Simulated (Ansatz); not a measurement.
# Electron scattering at the Σ3 (111) boundary in fcc Ag with Zr (substitutional), part 2 of 2

How much does the Σ3 (111) boundary in fcc Ag with Zr (substitutional) reflect electrons?

Ansatz 0.2.0; Ansatz plane-wave DFT, PBE, PAW files; relaxation of a bicrystal slab with its lowest layers held; PAW set soft_1 (the session's first sound run).

So far. Step 2 (Relaxing the bicrystal): The largest force component on a free atom ends at 0.019 eV/Å, under the tolerance of 0.03, after 6 steps.

## Step 3: Transmission across the boundary

Bulk layers of each grain are laid under and over the relaxed boundary, and a lead is named in the middle of each, away from the free faces. The mesh across the current, 24×24, is finer than the density's, because channels open and close sharply across the zone. Energies from -0.1 to 0.1 eV in steps of 0.05 eV are too few for the program's thermal sum, so it prints no conductance; for a metal the transmission near the Fermi level serves, at a fraction of the cost.

This step: Ansatz plane-wave DFT, PBE, PAW files; ballistic transport by layer matching (Landauer), zero bias; boundary relaxed in a short slab, bulk layers laid on; PAW set soft_1 (Ansatz 0.2.0).

System of this step: Σ3 (111) boundary in fcc Ag with Zr (substitutional). The cell holds 38 atoms: 37 Ag and 1 Zr. Cell: a = 5.779 Å, b = 2.889 Å, c = 50.943 Å, α = 90.0°, β = 90.0°, γ = 120.0°. It derives from Ag. Regions: lower grain, 16 atoms (16 Ag); boundary, 10 atoms (9 Ag and 1 Zr); upper grain, 12 atoms (12 Ag). Vacuum lies along c.

input.yaml reads:

```yaml
crystal:
  lattice:
    - [5.7787594586, 0.0, 0.0]
    - [-1.4446898646, 2.5022762467, 0.0]
    - [0.0, 0.0, 50.9430868483]
  atoms:
    - { symbol: Ag, position: [-1.6666666666, -6.6666666667, 0.0785189954] }
    - { symbol: Ag, position: [-1.1666666666, -6.6666666667, 0.0785189954] }
    - { symbol: Ag, position: [-1.4999999999, -6.0000000001, 0.1248288838] }
    - { symbol: Ag, position: [-0.9999999999, -6.0000000001, 0.1248288838] }
    - { symbol: Ag, position: [-1.3333333333, -5.3333333334, 0.1711387723] }
    - { symbol: Ag, position: [-0.8333333333, -5.3333333334, 0.1711387723] }
    - { symbol: Ag, position: [-1.1666666666, -4.6666666667, 0.2174486608] }
    - { symbol: Ag, position: [-0.6666666666, -4.6666666667, 0.2174486608] }
    - { symbol: Ag, position: [-1.0, -4.0, 0.2637585492] }
    - { symbol: Ag, position: [-0.5, -4.0, 0.2637585492] }
    - { symbol: Ag, position: [-0.8333333333, -3.3333333333, 0.3100684377] }
    - { symbol: Ag, position: [-0.3333333333, -3.3333333333, 0.3100684377] }
    - { symbol: Ag, position: [-0.6666666666, -2.6666666667, 0.3563783262] }
    - { symbol: Ag, position: [-0.1666666666, -2.6666666667, 0.3563783262] }
    - { symbol: Ag, position: [-0.5, -2.0, 0.4026882146] }
    - { symbol: Ag, position: [0.0, -2.0, 0.4026882146] }
    - { symbol: Ag, position: [0.6666666667, 0.6666666667, 0.4489981031] }
    - { symbol: Ag, position: [0.1666666667, 0.6666666667, 0.4489981031] }
    - { symbol: Ag, position: [0.8305594142, 0.3305594142, 0.4966076924] }
    - { symbol: Ag, position: [0.3296771576, 0.3296771576, 0.497048023] }
    - { symbol: Zr, position: [-0.0106925851, -0.0106925851, 0.5466282146] }
    - { symbol: Ag, position: [0.4920808641, -0.0079191359, 0.5453796883] }
    - { symbol: Ag, position: [0.8408146992, 0.3408146992, 0.5964833567] }
    - { symbol: Ag, position: [0.3426396625, 0.3426396625, 0.5948770128] }
    - { symbol: Ag, position: [0.6737758665, 0.6737758665, 0.6439340716] }
    - { symbol: Ag, position: [0.1769505098, 0.6769505098, 0.6433092761] }
    - { symbol: Ag, position: [-0.4913034785, -1.9913034785, 0.6899315623] }
    - { symbol: Ag, position: [0.0086965215, -1.9913034785, 0.6899315623] }
    - { symbol: Ag, position: [-0.6579701452, -2.6579701452, 0.7362414508] }
    - { symbol: Ag, position: [-0.1579701452, -2.6579701452, 0.7362414508] }
    - { symbol: Ag, position: [-0.8246368118, -3.3246368119, 0.7825513392] }
    - { symbol: Ag, position: [-0.3246368118, -3.3246368119, 0.7825513392] }
    - { symbol: Ag, position: [-0.9913034785, -3.9913034786, 0.8288612277] }
    - { symbol: Ag, position: [-0.4913034785, -3.9913034786, 0.8288612277] }
    - { symbol: Ag, position: [-1.1579701452, -4.6579701452, 0.8751711162] }
    - { symbol: Ag, position: [-0.6579701452, -4.6579701452, 0.8751711162] }
    - { symbol: Ag, position: [-1.3246368118, -5.3246368119, 0.9214810046] }
    - { symbol: Ag, position: [-0.8246368118, -5.3246368119, 0.9214810046] }
kpoints:
  mp_grid: { grid: [10, 10, 1] }
hamiltonian:
  xc: pbe
  pseudopotentials: { kind: paw, azcp: { folder: soft_1 } }
scf:
  occupations: { method: fermi_dirac, width: 0.1 }
output:
  transmission:
    leads: [[10, 12], [28, 30]]
    kmesh: [24, 24]
    e_range: [-0.1, 0.1]
    de: 0.05
  write_potential: true
  write_density: true
  volumetric_format: npy
  elf: true
```

The run is started by

```console
$ ansatz run input.yaml --threads 4 --pin off --max-ram 15360MiB --backend cpu --events-out ev --progress --plain --runs-dir out
```

Numbers of over 12 decimals in the logs are rounded to 6 here.

Output:

```text
[...]
Crystal: 38 atoms, lattice volume = 736.640 Å³
Basis set: ecut = 420 eV, 14411 PW (Γ)
Bands: 429, of which v1, the nominal top of the filled ones, is band 358 counted from 1 (357 counted from 0)
Symmetry: 2 space group operations
[...]
k-points: 36 of 100 (time reversal used)
[...]
SCF iter   1: F=—  HF=-285047.120574 eV  |F-HF|=—  |Δ(HF+E_count)|=         —  Δρ=7.39e-2  dr2=2.83e2  ethr=3.10e-3  ⟨swp⟩=4.8  Hψ=46237  notcnv=0  defer=1374
[...]
SCF iter  11: F=-285034.821740 eV  HF=-285034.821740 eV  |F-HF|=8.15e-10  |Δ(HF+E_count)|=   2.42e-8  Δρ=2.09e-6  dr2=2.78e-8  ethr=1.40e-11  ⟨swp⟩=11.4  Hψ=66678  notcnv=0
SCF 1 converged in 11 iterations: F = -285034.821740 eV  dr2 = 2.78e-8
[...]
transmission: 660 of 6591 steps passed
transmission: 1324 of 6591 steps passed
[...]
transmission: 6591 of 6591 steps passed
WARN: The output density's exchange-correlation potential varies sharply where the density is thin. Do not read a vacuum level from v_tot or v_xc, or from such a field of the output density. On a cell that repeats whose density bears no net charge and no dipole along the vacuum's axis use v_es (v_loc + v_h of the components); under efield.dipole_correction with no amplitude use v_es + v_field, which holds any externa [...]
SCF converged after 11 iterations
Free energy (F): -285034.821740 eV
[...]
Internal energy: -285034.432520 eV  (E = F + TS)
E sigma→0 (E₀):  -285034.627130 eV
Entropy (-TS):   -0.389220 eV (-10.243 meV/atom)
Fermi energy:    14.755818 eV
[...]
--- Band table (eV; the first three rows and the last of 36) ---
  k-point 0: bands = [... 354 lower, 13.6249, 13.9687, 14.1421, 14.4455, 14.5273, 14.6074, 14.6644, 14.7275, ... 67 higher]
  k-point 1: bands = [... 354 lower, 14.0274, 14.3275, 14.3578, 14.4298, 14.5140, 14.5786, 14.6760, 14.7851, ... 67 higher]
  k-point 2: bands = [... 354 lower, 14.2733, 14.3637, 14.4405, 14.5701, 14.6197, 14.7342, 14.9210, 15.0472, ... 67 higher]
  k-point 35: bands = [... 354 lower, 15.1781, 15.3151, 15.4263, 15.6025, 15.8341, 15.9933, 16.1581, 16.2188, ... 67 higher]
--- Transmission ---
  basis      : 125 plane waves across, 39 finite elements along
  points     : 169, standing for a mesh of 24 x 24
  energies   : 5 from -0.100000 to 0.100000 eV about the Fermi level, 0.050000 eV apart; the leads are filled to 0.000000 eV, and channels, transmission and decay are at 0.000000 eV
  crystal 0  : Ag2, at the sites [10, 12], period 2.3592 Å, over 21.23 Å; its Hamiltonian steps by up to 8.5 meV
    offset         : up to 0.0000 Å between an atom of the period and one for which it stands
    channels       : 1.623264e0 a spin
    conductance    : none, the energies end too early or step too widely for 300 K: set another output.transmission.e_range or a lower de, or, where they end at an eighth of basis.ecutwfc, a higher one
[...]
channels       : 1.623264e0 a spin
[...]
junction   : crystal 0 to crystal 1, 13.92 to 39.38 Å
    transmission   : 8.644100e-1 a spin
[...]
```

Wall time 25 min (4 threads of Arm Neoverse V1, shared host); peak memory 13 GiB.

The column dr2 measures how far the density is from self-consistency, as an energy; F and HF (Harris–Foulkes) agree once it is small.

Numbers from this step:

```yaml
free_energy: -285034.8217 eV
energy_at_zero_smearing: -285034.6271 eV
fermi_energy: 14.76 eV
cell_area: 14.46 Å²
transmission_per_spin_nearest_the_fermi_level: 0.8644
open_channels_per_spin_nearest_the_fermi_level: 1.623
open_channels_per_spin_upper_lead: 1.623
step_of_the_lead_s_potential: 8.5 meV
step_of_the_upper_lead_s_potential: 16.3 meV
```

Per spin. The transmission, zone mean by energy, zero at the Fermi level:

```tsv
energy (eV)	transmission, zone mean
-0.1000	0.832
-0.0500	0.858
0.0000	0.864
0.0500	0.866
0.1000	0.867
```

Per spin. The open channels, zone mean by energy, zero at the Fermi level:

```tsv
energy (eV)	lead	upper lead
-0.1000	1.60	1.61
-0.0500	1.62	1.62
0.0000	1.62	1.62
0.0500	1.62	1.62
0.1000	1.62	1.62
```

Transmission over k1 and k2. At 0.0000 eV from the Fermi level.

Values, 12 rows by 16 columns, each cell a mean:
```
0.30 0.31 0.25 0.14 0.06 0.16 0.59 0.92 1.19 1.36 1.24 0.95 0.42 0.06 0.07 0.19
0.67 0.71 0.73 0.72 0.67 0.57 0.30 0.66 1.15 1.19 1.19 1.18 1.03 0.65 0.43 0.46
1.31 1.11 0.99 0.96 0.95 0.97 0.97 1.39 1.46 1.21 1.02 0.95 0.95 1.01 1.25 1.52
0.95 1.08 1.11 0.96 0.54 0.55 0.95 1.20 1.21 1.03 0.89 0.82 0.79 0.78 0.80 0.85
0.81 0.86 0.91 0.99 1.19 0.89 0.48 0.87 1.21 1.02 0.90 0.85 0.80 0.76 0.73 0.75
0.82 1.02 1.13 1.10 1.05 1.00 0.91 0.98 0.99 0.96 0.95 1.04 1.09 1.14 1.09 0.87
0.96 0.95 1.04 1.05 1.03 1.03 1.03 1.06 1.14 0.73 1.10 1.13 1.06 1.04 1.06 1.06
0.55 0.50 0.47 0.49 0.55 0.61 0.71 0.84 1.10 0.73 0.56 0.95 1.05 0.93 0.76 0.64
1.50 1.36 1.21 1.15 1.14 1.19 1.32 1.48 1.65 1.21 0.79 0.58 0.61 0.95 1.30 1.47
0.94 0.93 0.97 0.89 0.84 0.84 0.87 0.97 1.20 0.83 0.85 0.92 0.94 0.94 0.94 0.92
0.35 0.23 0.04 0.37 1.04 1.31 1.57 1.55 1.15 0.54 0.15 0.20 0.33 0.39 0.43 0.42
0.58 0.53 0.50 0.53 0.62 0.85 0.99 1.00 1.01 0.97 0.79 0.50 0.41 0.56 0.61 0.61
```
Columns: k1 (b1) from -0.5 to 0.458; rows upwards: k2 (b2) from -0.5 to 0.458.

Open channels over k1 and k2. At 0.0000 eV from the Fermi level.

Ten even steps from '_' (1.00) to '@' (2.00):
```
______________________@@@@@@@@@@________________
______________________@@@@@@@@@@@@@@____________
______________________@@@@@@@@@@@@@@@@@@________
______________________@@@@@@@@@@@@@@@@@@@@@@____
______________________@@@@@@@@@@@@@@@@@@@@@@@@@@
@@@@__________________@@@@@@@@@@@@@@@@@@@@@@@@@@
@@@@@@@@______________@@@@@@@@@@@@@@@@@@@@@@@@@@
@@@@@@@@@@@@__________@@@@@@@@@@@@@@@@@@@@@@@@@@
@@@@@@@@@@@@@@@@______@@@@@@@@@@@@@@@@@@@@@@@@@@
@@@@@@@@@@@@@@@@@@@@__@@@@@@@@@@@@@@@@@@@@@@@@@@
@@@@@@@@@@@@@@@@@@__________@@@@@@@@@@@@@@@@@@@@
@@@@@@@@@@@@@@@@@@______________@@@@@@@@@@@@@@@@
@@@@@@@@@@@@@@@@@@@@@@__________@@@@@@@@@@@@@@@@
@@@@@@@@@@@@@@@@@@@@@@@@@@@@__@@@@@@@@@@@@@@@@@@
@@@@@@@@@@@@@@@@@@@@@@@@@@@@______@@@@@@@@@@@@@@
@@@@@@@@@@@@@@@@@@@@@@@@@@@@__________@@@@@@@@@@
@@@@@@@@@@@@@@@@@@@@@@@@@@@@______________@@@@@@
@@@@@@@@@@@@@@@@@@@@@@@@@@@@__________________@@
__@@@@@@@@@@@@@@@@@@@@@@@@@@____________________
______@@@@@@@@@@@@@@@@@@@@@@____________________
__________@@@@@@@@@@@@@@@@@@____________________
______________@@@@@@@@@@@@@@____________________
__________________@@@@@@@@@@____________________
@@@@@@@@@@@@@@@@@@@@@@@@@@@@@@@@@@@@@@@@@@@@@@@@
```
Columns: k1 (b1) from -0.5 to 0.458; rows upwards: k2 (b2) from -0.5 to 0.458.

Electrostatic potential energy in the ca plane at fractional y = 0.000, with atoms of Ag and Zr within 0.2 Å of it. With pseudopotentials it is smooth inside the atoms' cores, unlike the true potential.

Ten even steps from '0' (-15 eV) to '9' (18 eV), each cell a mean:
```
02402899999999999985000005899999999999982131
41026998889999878987300037898789998778996211
87679986447998545898754578985458997436899877
99999985236897324799888899974247986225899999
87679986457998545899876799986568997446898756
41126998889999878998510269998889999888985101
02412899999999999996113038999999999999972152
04612899999999999996037127999999999999971263
20104899899999989997201048998899999889984010
74358997668998767898632479986679997557998544
98899985336997424799987899974358985225899988
98889985336997424799877789974358986335899888
74358997668998756898632368987789998668997423
20104899899999989986200026899999999999983010
04712899999999999985000005899999999999971273
```
Columns run along c (16.0 Å, from fractional 0.39 to 0.70 of the cell; values clipped at the 3rd and 97th percentile), rows up along a (5.8 Å). Atoms in or near the plane, at fractional coordinates: Ag at (0.40, 0.50), Ag at (0.40, 0.00), Zr at (0.55, 0.99), Ag at (0.55, 0.49), Ag at (0.69, 0.51), Ag at (0.69, 0.01).

ELF in the ca plane at fractional y = 0.000, with atoms of Ag and Zr within 0.2 Å of it. It is the smooth field of the valence electrons, not physical close to the nuclei.

Ten even steps from '0' (0.14) to '9' (0.81), each cell a mean:
```
46753000000000001101884881011000000000003576
24431000000000001110389830111100000110001343
01110001221000122110013100112210001221000010
00000002321001232111111011112320001332000000
01110001221000121001111111001210001221000111
24431000000000010000234310000000000000002444
46753000000000000001467530000000000000013686
47963000000000000001479631000000000000013697
35642000000000000001356420000000000000002455
12220001110000111000123210001110001111000222
00000002321001232101111111012210001332000000
00000002321001232111000001112210001231000000
12220001110000111110035300111100000110001232
35542000000000000100598950010000000000002565
48963000000000011102871781021100000000013697
```
Columns run along c (16.0 Å, from fractional 0.39 to 0.70 of the cell), rows up along a (5.8 Å). Atoms in or near the plane, at fractional coordinates: Ag at (0.40, 0.50), Ag at (0.40, 0.00), Zr at (0.55, 0.99), Ag at (0.55, 0.49), Ag at (0.69, 0.51), Ag at (0.69, 0.01).

Valence density in the ca plane at fractional y = 0.000, with atoms of Ag and Zr within 0.2 Å of it. It is the smooth field of the valence electrons, not physical close to the nuclei.

Ten steps, logarithmic in the rise over the least value, from '0' (0 e/Å³) to '9' (21 e/Å³), each cell a mean:
```
68974100000000000001466641000000000000015798
35652101111000111101355431011110001121012565
12211012332001232100122210012321012332101121
01100013442112343100011100013431012443100011
12221012332001332100122110012321012332101232
36652101111000111001356520001110001111013576
68974100000000000002589741000000000000015898
69985100000000000002699851000000000000025899
57863100110000011002578741001100000111014677
24431011221001222101244320012221001232101343
01110013432101343100111100023321012443100111
01110013432101343200011100023321012442100111
24431011221001222100123210012210001221002444
57863100110000111001356531001100000110014787
69985100000000000002466642000000000000025899
```
Columns run along c (16.0 Å, from fractional 0.39 to 0.70 of the cell), rows up along a (5.8 Å). Atoms in or near the plane, at fractional coordinates: Ag at (0.40, 0.50), Ag at (0.40, 0.00), Zr at (0.55, 0.99), Ag at (0.55, 0.49), Ag at (0.69, 0.51), Ag at (0.69, 0.01).

Over the solved energies the transmission per spin lies between 0.832 and 0.867, out of 1.62 channels of the lead on average (up to 1.62).

## Step 4: Specific resistance

This step: Ansatz plane-wave DFT, PBE, PAW files; ballistic transport by layer matching (Landauer), zero bias; specific resistance of the boundary; PAW set soft_1 (Ansatz 0.2.0).

Numbers from this step:

```yaml
area_resistance: 1.023 fΩ m²
t_over_the_leads_mean_channel_count: 0.5300
```

Averaged over the energies near the Fermi level, 53.0 % of the channels pass, which makes 1.02 fΩ m².

By hand, with T and the leads' channels N averaged over the energies near the Fermi level: RA = A (h/2e²)(1/T − ½[1/N₁ + 1/N₂]) = 14.46×10⁻²⁰ m² × 12 906 Ω × (1/0.8574 − ½[1/1.617 + 1/1.618]) = 1.02 fΩ m².

## Step 5: Summary of results

| Quantity | Value |
| --- | --- |
| specific resistance of the boundary | 1.02 fΩ m² |
| share of channels that pass | 0.530 |

The boundary has a specific resistance of 1.0 fΩ m². The boundary reflects 47 % of the channels; 1.0 fΩ m² is 10×10⁻¹² Ω·cm². That equals the resistance of 63 nm of bulk Ag at 300 K (measured 1.629 µΩ cm, CRC Handbook of Chemistry and Physics, 84th ed., 2003, Electrical Resistivity of Pure Metals). One Zr in 14.5 Å² of boundary is a high coverage. One starting structure was relaxed; another shift or atom count at the boundary may lie lower.

[Logs are printed without paths, hosts, clocks, repeated set-up lines and the standing remarks that a program may print on its own settings, such as how far it seeks lower states.]

[Hosts, paths, dates, database ids (printed as entryN), source tags and the programs' standing remarks are cut or masked in the printed files.]
